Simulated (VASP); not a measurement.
# TiAl (Pm-3m) in VASP: a series of runs, part 2 of 7

VASP 6.6.1. Earlier steps stand in the parts before.

### 8 Equation of state, PBE, 15.58 Å³/atom

The input, INCAR:

```
  ADDGRID = False
  ALGO = Normal
  EDIFF = 1E-6
  ENCUT = 220
  GGA = PE
  ISIF = 2
  ISMEAR = -1
  LASPH = True
  LCHARG = False
  LREAL = False
  LWAVE = False
  NELM = 100
  PREC = Accurate
  SIGMA = 0.1
```

The input, KPOINTS:

```
k-points
0
Gamma
  6 6 6
```

The input, POSCAR:

```
TiAl
1.0
    3.1469500468      0.0000000000      0.0000000000
    0.0000000000      3.1469500468      0.0000000000
    0.0000000000      0.0000000000      3.1469500468
Ti Al
1 1
Direct
    0.0000000000      0.0000000000      0.0000000000
    0.5000000000      0.5000000000      0.5000000000
```

On the command line:

```
$ cat potpaw_PBE.64/Ti_sv/POTCAR potpaw_PBE.64/Al/POTCAR > POTCAR
$ mpirun -np 1 vasp_std > vasp.out
```

Wall time 1.5 s (1 thread of Intel Xeon 6975P-C (Granite Rapids), shared host); peak memory 0.11 GiB.

The run converged, but a check on its numbers failed (symmetry, net force, bounds or a known fault of this set-up), so they aren't taken as properties of the crystal.

Caveat: the cutoff lies under the usual one of these potentials, so the numbers hold a large basis-set error.

### 9 Equation of state, PBE, 16.55 Å³/atom

INCAR is that of step 8.

KPOINTS is that of step 8.

The input, POSCAR:

```
TiAl
1.0
    3.2105419283      0.0000000000      0.0000000000
    0.0000000000      3.2105419283      0.0000000000
    0.0000000000      0.0000000000      3.2105419283
Ti Al
1 1
Direct
    0.0000000000      0.0000000000      0.0000000000
    0.5000000000      0.5000000000      0.5000000000
```

Potentials or basis: VASP PAW PBE potentials, release 64 (Ti_sv, Al).

On the command line:

```
$ cat potpaw_PBE.64/Ti_sv/POTCAR potpaw_PBE.64/Al/POTCAR > POTCAR
$ mpirun -np 1 vasp_std > vasp.out
```

Wall time 1.5 s (1 thread of Intel Xeon 6975P-C (Granite Rapids), shared host); peak memory 0.11 GiB.

The run converged, but a check on its numbers failed (symmetry, net force, bounds or a known fault of this set-up), so they aren't taken as properties of the crystal.

Caveat: the cutoff lies under the usual one of these potentials, so the numbers hold a large basis-set error.

### 10 Equation of state, PBE, 15.58 Å³/atom

Changes to INCAR since step 9:

```diff
@@ -3,3 +3,3 @@
   EDIFF = 1E-6
-  ENCUT = 220
+  ENCUT = 400
   GGA = PE
```

The input, KPOINTS:

```
k-points
0
Gamma
  5 5 5
```

The input, POSCAR:

```
TiAl
1.0
    3.1469500468      0.0000000000      0.0000000000
    0.0000000000      3.1469500468      0.0000000000
    0.0000000000      0.0000000000      3.1469500468
Ti Al
1 1
Direct
    0.0000000000      0.0000000000      0.0000000000
    0.5000000000      0.5000000000      0.5000000000
```

On the command line:

```
$ cat potpaw_PBE.64/Ti_sv/POTCAR potpaw_PBE.64/Al/POTCAR > POTCAR
$ mpirun -np 1 vasp_std > vasp.out
```

Wall time 1.9 s (1 thread of Intel Xeon 6975P-C (Granite Rapids), shared host); peak memory 0.13 GiB.

The run converged, but some of its settings lie outside the range that counts as converged, so its numbers aren't taken as properties of the crystal.

Results:

```
Free energy            : -12.1271 eV
Pressure               : 4.3 GPa
Band gap on the k mesh : none (metal or under the smearing width)
```

Caveat: the k mesh is coarse (spacing up to 0.40 Å⁻¹), so the values aren't converged.

### 11 Equation of state, PBE, 16.55 Å³/atom

INCAR is that of step 10.

KPOINTS is that of step 10.

The input, POSCAR:

```
TiAl
1.0
    3.2105419283      0.0000000000      0.0000000000
    0.0000000000      3.2105419283      0.0000000000
    0.0000000000      0.0000000000      3.2105419283
Ti Al
1 1
Direct
    0.0000000000      0.0000000000      0.0000000000
    0.5000000000      0.5000000000      0.5000000000
```

On the command line:

```
$ cat potpaw_PBE.64/Ti_sv/POTCAR potpaw_PBE.64/Al/POTCAR > POTCAR
$ mpirun -np 1 vasp_std > vasp.out
```

It took 2 s on 1 thread of Intel Xeon 6975P-C (Granite Rapids), shared host; peak memory 0.13 GiB.

These settings aren't checked as converged: the numbers below hold their error.

Results:

| Item | Value |
| --- | --- |
| Free energy | -12.1420 eV |
| Pressure | -2.5 GPa |
| Band gap on the k mesh | none (metal or under the smearing width) |

Caveat: the k mesh is coarse (spacing up to 0.39 Å⁻¹), so the values aren't converged.

### 12 Equation of state, PBE, 15.58 Å³/atom

Changes to INCAR since step 11:

```diff
@@ -3,3 +3,3 @@
   EDIFF = 1E-6
-  ENCUT = 400
+  ENCUT = 280
   GGA = PE
```

The input, KPOINTS:

```
k-points
0
Gamma
  6 6 6
```

The input, POSCAR:

```
TiAl
1.0
    3.1469500468      0.0000000000      0.0000000000
    0.0000000000      3.1469500468      0.0000000000
    0.0000000000      0.0000000000      3.1469500468
Ti Al
1 1
Direct
    0.0000000000      0.0000000000      0.0000000000
    0.5000000000      0.5000000000      0.5000000000
```

Potentials or basis: VASP PAW PBE potentials, release 64 (Ti_sv, Al).

On the command line:

```
$ cat potpaw_PBE.64/Ti_sv/POTCAR potpaw_PBE.64/Al/POTCAR > POTCAR
$ mpirun -np 1 vasp_std > vasp.out
```

Wall time 1.9 s (1 thread of Intel Xeon 6975P-C (Granite Rapids), shared host); peak memory 0.11 GiB.

The run converged, but some of its settings lie outside the range that counts as converged, so its numbers aren't taken as properties of the crystal.

What came out:

| Item | Value |
| --- | --- |
| Free energy | -12.1127 eV |
| Band gap on the k mesh | none (metal or under the smearing width) |

Caveat: the cutoff is under 1.25 times the usual one of these potentials, so pressure, stress and relaxed cells hold a basis-set (Pulay) error.

### 13 Equation of state, PBE, 16.55 Å³/atom

INCAR is that of step 12.

KPOINTS is that of step 12.

The input, POSCAR:

```
TiAl
1.0
    3.2105419283      0.0000000000      0.0000000000
    0.0000000000      3.2105419283      0.0000000000
    0.0000000000      0.0000000000      3.2105419283
Ti Al
1 1
Direct
    0.0000000000      0.0000000000      0.0000000000
    0.5000000000      0.5000000000      0.5000000000
```

On the command line:

```
$ cat potpaw_PBE.64/Ti_sv/POTCAR potpaw_PBE.64/Al/POTCAR > POTCAR
$ mpirun -np 1 vasp_std > vasp.out
```

Wall time 1.9 s (1 thread of Intel Xeon 6975P-C (Granite Rapids), shared host); peak memory 0.11 GiB.

The run converged, but some of its settings lie outside the range that counts as converged, so its numbers aren't taken as properties of the crystal.

What came out:

```yaml
Free_energy: -12.1258 eV
Band_gap_on_the_k_mesh: none (metal or under the smearing width)
```

Caveat: the cutoff is under 1.25 times the usual one of these potentials, so pressure, stress and relaxed cells hold a basis-set (Pulay) error.

### 14 Equation of state, PBE, 15.58 Å³/atom

Changes to INCAR since step 13:

```diff
@@ -3,3 +3,3 @@
   EDIFF = 1E-6
-  ENCUT = 280
+  ENCUT = 220
   GGA = PE
```

The input, KPOINTS:

```
k-points
0
Gamma
  7 7 7
```

The input, POSCAR:

```
TiAl
1.0
    3.1469500468      0.0000000000      0.0000000000
    0.0000000000      3.1469500468      0.0000000000
    0.0000000000      0.0000000000      3.1469500468
Ti Al
1 1
Direct
    0.0000000000      0.0000000000      0.0000000000
    0.5000000000      0.5000000000      0.5000000000
```

On the command line:

```
$ cat potpaw_PBE.64/Ti_sv/POTCAR potpaw_PBE.64/Al/POTCAR > POTCAR
$ mpirun -np 1 vasp_std > vasp.out
```

Wall time 1.5 s (1 thread of Intel Xeon 6975P-C (Granite Rapids), shared host); peak memory 0.11 GiB.

The run converged, but a check on its numbers failed (symmetry, net force, bounds or a known fault of this set-up), so they aren't taken as properties of the crystal.

Caveat: the cutoff lies under the usual one of these potentials, so the numbers hold a large basis-set error.

### 15 Equation of state, PBE, 16.55 Å³/atom

INCAR is that of step 14.

KPOINTS is that of step 14.

The input, POSCAR:

```
TiAl
1.0
    3.2105419283      0.0000000000      0.0000000000
    0.0000000000      3.2105419283      0.0000000000
    0.0000000000      0.0000000000      3.2105419283
Ti Al
1 1
Direct
    0.0000000000      0.0000000000      0.0000000000
    0.5000000000      0.5000000000      0.5000000000
```

Potentials or basis: VASP PAW PBE potentials, release 64 (Ti_sv, Al).

On the command line:

```
$ cat potpaw_PBE.64/Ti_sv/POTCAR potpaw_PBE.64/Al/POTCAR > POTCAR
$ mpirun -np 1 vasp_std > vasp.out
```

It took 1.5 s on 1 thread of Intel Xeon 6975P-C (Granite Rapids), shared host; peak memory 0.11 GiB.

The run converged, but a check on its numbers failed (symmetry, net force, bounds or a known fault of this set-up), so they aren't taken as properties of the crystal.

Caveat: the cutoff lies under the usual one of these potentials, so the numbers hold a large basis-set error.

### 16 Equation of state, PBE, 15.58 Å³/atom

Changes to INCAR since step 15:

```diff
@@ -3,3 +3,3 @@
   EDIFF = 1E-6
-  ENCUT = 220
+  ENCUT = 460
   GGA = PE
```

The input, KPOINTS:

```
k-points
0
Gamma
  5 5 5
```

The input, POSCAR:

```
TiAl
1.0
    3.1469500468      0.0000000000      0.0000000000
    0.0000000000      3.1469500468      0.0000000000
    0.0000000000      0.0000000000      3.1469500468
Ti Al
1 1
Direct
    0.0000000000      0.0000000000      0.0000000000
    0.5000000000      0.5000000000      0.5000000000
```

On the command line:

```
$ cat potpaw_PBE.64/Ti_sv/POTCAR potpaw_PBE.64/Al/POTCAR > POTCAR
$ mpirun -np 1 vasp_std > vasp.out
```

Wall time 2.1 s (1 thread of Intel Xeon 6975P-C (Granite Rapids), shared host); peak memory 0.12 GiB.

The run converged, but some of its settings lie outside the range that counts as converged, so its numbers aren't taken as properties of the crystal.

What came out:

```
Free energy            : -12.1329 eV
Pressure               : 4.6 GPa
Band gap on the k mesh : none (metal or under the smearing width)
```

Caveat: the k mesh is coarse (spacing up to 0.40 Å⁻¹), so the values aren't converged.

### 17 Equation of state, PBE, 16.55 Å³/atom

INCAR is that of step 16.

KPOINTS is that of step 16.

The input, POSCAR:

```
TiAl
1.0
    3.2105419283      0.0000000000      0.0000000000
    0.0000000000      3.2105419283      0.0000000000
    0.0000000000      0.0000000000      3.2105419283
Ti Al
1 1
Direct
    0.0000000000      0.0000000000      0.0000000000
    0.5000000000      0.5000000000      0.5000000000
```

On the command line:

```
$ cat potpaw_PBE.64/Ti_sv/POTCAR potpaw_PBE.64/Al/POTCAR > POTCAR
$ mpirun -np 1 vasp_std > vasp.out
```

It took 2.1 s on 1 thread of Intel Xeon 6975P-C (Granite Rapids), shared host; peak memory 0.13 GiB.

The run converged, but some of its settings lie outside the range that counts as converged, so its numbers aren't taken as properties of the crystal.

What came out:

```yaml
Free_energy: -12.1468 eV
Pressure: -2.3 GPa
Band_gap_on_the_k_mesh: none (metal or under the smearing width)
```

Caveat: the k mesh is coarse (spacing up to 0.39 Å⁻¹), so the values aren't converged.

### 18 Equation of state, PBE, 15.58 Å³/atom

Changes to INCAR since step 17:

```diff
@@ -3,3 +3,3 @@
   EDIFF = 1E-6
-  ENCUT = 460
+  ENCUT = 520
   GGA = PE
```

KPOINTS is that of step 17.

The input, POSCAR:

```
TiAl
1.0
    3.1469500468      0.0000000000      0.0000000000
    0.0000000000      3.1469500468      0.0000000000
    0.0000000000      0.0000000000      3.1469500468
Ti Al
1 1
Direct
    0.0000000000      0.0000000000      0.0000000000
    0.5000000000      0.5000000000      0.5000000000
```

Potentials or basis: VASP PAW PBE potentials, release 64 (Ti_sv, Al).

On the command line:

```
$ cat potpaw_PBE.64/Ti_sv/POTCAR potpaw_PBE.64/Al/POTCAR > POTCAR
$ mpirun -np 1 vasp_std > vasp.out
```

Wall time 2.1 s (1 thread of Intel Xeon 6975P-C (Granite Rapids), shared host); peak memory 0.13 GiB.

The run converged, but some of its settings lie outside the range that counts as converged, so its numbers aren't taken as properties of the crystal.

What came out:

```
Free energy            : -12.1338 eV
Pressure               : 4.7 GPa
Band gap on the k mesh : none (metal or under the smearing width)
```

Caveat: the k mesh is coarse (spacing up to 0.40 Å⁻¹), so the values aren't converged.

### 19 Equation of state, PBE, 16.55 Å³/atom

INCAR is that of step 18.

KPOINTS is that of step 18.

The input, POSCAR:

```
TiAl
1.0
    3.2105419283      0.0000000000      0.0000000000
    0.0000000000      3.2105419283      0.0000000000
    0.0000000000      0.0000000000      3.2105419283
Ti Al
1 1
Direct
    0.0000000000      0.0000000000      0.0000000000
    0.5000000000      0.5000000000      0.5000000000
```

On the command line:

```
$ cat potpaw_PBE.64/Ti_sv/POTCAR potpaw_PBE.64/Al/POTCAR > POTCAR
$ mpirun -np 1 vasp_std > vasp.out
```

Wall time 2.1 s (1 thread of Intel Xeon 6975P-C (Granite Rapids), shared host); peak memory 0.13 GiB.

The run converged, but some of its settings lie outside the range that counts as converged, so its numbers aren't taken as properties of the crystal.

Results:

```yaml
Free_energy: -12.1476 eV
Pressure: -2.2 GPa
Band_gap_on_the_k_mesh: none (metal or under the smearing width)
```

Caveat: the k mesh is coarse (spacing up to 0.39 Å⁻¹), so the values aren't converged.

### 20 Equation of state, PBE, 15.58 Å³/atom

Changes to INCAR since step 19:

```diff
@@ -3,3 +3,3 @@
   EDIFF = 1E-6
-  ENCUT = 520
+  ENCUT = 280
   GGA = PE
```

The input, KPOINTS:

```
k-points
0
Gamma
  7 7 7
```

The input, POSCAR:

```
TiAl
1.0
    3.1469500468      0.0000000000      0.0000000000
    0.0000000000      3.1469500468      0.0000000000
    0.0000000000      0.0000000000      3.1469500468
Ti Al
1 1
Direct
    0.0000000000      0.0000000000      0.0000000000
    0.5000000000      0.5000000000      0.5000000000
```

On the command line:

```
$ cat potpaw_PBE.64/Ti_sv/POTCAR potpaw_PBE.64/Al/POTCAR > POTCAR
$ mpirun -np 1 vasp_std > vasp.out
```

Wall time 1.9 s (1 thread of Intel Xeon 6975P-C (Granite Rapids), shared host); peak memory 0.12 GiB.

The run converged, but some of its settings lie outside the range that counts as converged, so its numbers aren't taken as properties of the crystal.

What came out:

```yaml
Free_energy: -12.1129 eV
Band_gap_on_the_k_mesh: none (metal or under the smearing width)
```

Caveat: the cutoff is under 1.25 times the usual one of these potentials, so pressure, stress and relaxed cells hold a basis-set (Pulay) error.

### 21 Equation of state, PBE, 16.55 Å³/atom

INCAR is that of step 20.

KPOINTS is that of step 20.

The input, POSCAR:

```
TiAl
1.0
    3.2105419283      0.0000000000      0.0000000000
    0.0000000000      3.2105419283      0.0000000000
    0.0000000000      0.0000000000      3.2105419283
Ti Al
1 1
Direct
    0.0000000000      0.0000000000      0.0000000000
    0.5000000000      0.5000000000      0.5000000000
```

Potentials or basis: VASP PAW PBE potentials, release 64 (Ti_sv, Al).

On the command line:

```
$ cat potpaw_PBE.64/Ti_sv/POTCAR potpaw_PBE.64/Al/POTCAR > POTCAR
$ mpirun -np 1 vasp_std > vasp.out
```

Run time: 2 s. Hardware: 1 thread of Intel Xeon 6975P-C (Granite Rapids), shared host; peak memory 0.11 GiB.

The run converged, but some of its settings lie outside the range that counts as converged, so its numbers aren't taken as properties of the crystal.

Results:

| Property | Result |
| --- | --- |
| Free energy | -12.1271 eV |
| Band gap on the k mesh | none (metal or under the smearing width) |

Caveat: the cutoff is under 1.25 times the usual one of these potentials, so pressure, stress and relaxed cells hold a basis-set (Pulay) error.

### 22 Equation of state, PBE, 15.58 Å³/atom

Changes to INCAR since step 21:

```diff
@@ -3,3 +3,3 @@
   EDIFF = 1E-6
-  ENCUT = 280
+  ENCUT = 400
   GGA = PE
```

The input, KPOINTS:

```
k-points
0
Gamma
  6 6 6
```

The input, POSCAR:

```
TiAl
1.0
    3.1469500468      0.0000000000      0.0000000000
    0.0000000000      3.1469500468      0.0000000000
    0.0000000000      0.0000000000      3.1469500468
Ti Al
1 1
Direct
    0.0000000000      0.0000000000      0.0000000000
    0.5000000000      0.5000000000      0.5000000000
```

On the command line:

```
$ cat potpaw_PBE.64/Ti_sv/POTCAR potpaw_PBE.64/Al/POTCAR > POTCAR
$ mpirun -np 1 vasp_std > vasp.out
```

It took 2.5 s on 1 thread of Intel Xeon 6975P-C (Granite Rapids), shared host; peak memory 0.13 GiB.

The run converged, but some of its settings lie outside the range that counts as converged, so its numbers aren't taken as properties of the crystal.

Results:

```yaml
Free_energy: -12.1250 eV
Pressure: 4.0 GPa
Band_gap_on_the_k_mesh: none (metal or under the smearing width)
```

### 23 Equation of state, PBE, 16.55 Å³/atom

INCAR is that of step 22.

KPOINTS is that of step 22.

The input, POSCAR:

```
TiAl
1.0
    3.2105419283      0.0000000000      0.0000000000
    0.0000000000      3.2105419283      0.0000000000
    0.0000000000      0.0000000000      3.2105419283
Ti Al
1 1
Direct
    0.0000000000      0.0000000000      0.0000000000
    0.5000000000      0.5000000000      0.5000000000
```

On the command line:

```
$ cat potpaw_PBE.64/Ti_sv/POTCAR potpaw_PBE.64/Al/POTCAR > POTCAR
$ mpirun -np 1 vasp_std > vasp.out
```

It took 2.4 s on 1 thread of Intel Xeon 6975P-C (Granite Rapids), shared host; peak memory 0.13 GiB.

These settings aren't checked as converged: the numbers below hold their error.

Results:

```
Free energy            : -12.1374 eV
Pressure               : -2.7 GPa
Band gap on the k mesh : none (metal or under the smearing width)
```

### 24 Equation of state, PBE, 15.58 Å³/atom

Changes to INCAR since step 23:

```diff
@@ -3,3 +3,3 @@
   EDIFF = 1E-6
-  ENCUT = 400
+  ENCUT = 650
   GGA = PE
```

The input, KPOINTS:

```
k-points
0
Gamma
  5 5 5
```

The input, POSCAR:

```
TiAl
1.0
    3.1469500468      0.0000000000      0.0000000000
    0.0000000000      3.1469500468      0.0000000000
    0.0000000000      0.0000000000      3.1469500468
Ti Al
1 1
Direct
    0.0000000000      0.0000000000      0.0000000000
    0.5000000000      0.5000000000      0.5000000000
```

Potentials or basis: VASP PAW PBE potentials, release 64 (Ti_sv, Al).

On the command line:

```
$ cat potpaw_PBE.64/Ti_sv/POTCAR potpaw_PBE.64/Al/POTCAR > POTCAR
$ mpirun -np 1 vasp_std > vasp.out
```

Run time: 3.1 s. Hardware: 1 thread of Intel Xeon 6975P-C (Granite Rapids), shared host; peak memory 0.15 GiB.

These settings aren't checked as converged: the numbers below hold their error.

What came out:

```
Free energy            : -12.1343 eV
Pressure               : 4.7 GPa
Band gap on the k mesh : none (metal or under the smearing width)
```

Caveat: the k mesh is coarse (spacing up to 0.40 Å⁻¹), so the values aren't converged.

### 25 Equation of state, PBE, 16.55 Å³/atom

INCAR is that of step 24.

KPOINTS is that of step 24.

The input, POSCAR:

```
TiAl
1.0
    3.2105419283      0.0000000000      0.0000000000
    0.0000000000      3.2105419283      0.0000000000
    0.0000000000      0.0000000000      3.2105419283
Ti Al
1 1
Direct
    0.0000000000      0.0000000000      0.0000000000
    0.5000000000      0.5000000000      0.5000000000
```

On the command line:

```
$ cat potpaw_PBE.64/Ti_sv/POTCAR potpaw_PBE.64/Al/POTCAR > POTCAR
$ mpirun -np 1 vasp_std > vasp.out
```

It took 3.2 s on 1 thread of Intel Xeon 6975P-C (Granite Rapids), shared host; peak memory 0.15 GiB.

These settings aren't checked as converged: the numbers below hold their error.

Results:

```
Free energy            : -12.1480 eV
Pressure               : -2.2 GPa
Band gap on the k mesh : none (metal or under the smearing width)
```

Caveat: the k mesh is coarse (spacing up to 0.39 Å⁻¹), so the values aren't converged.

(Part 2 of 7 ends here.)
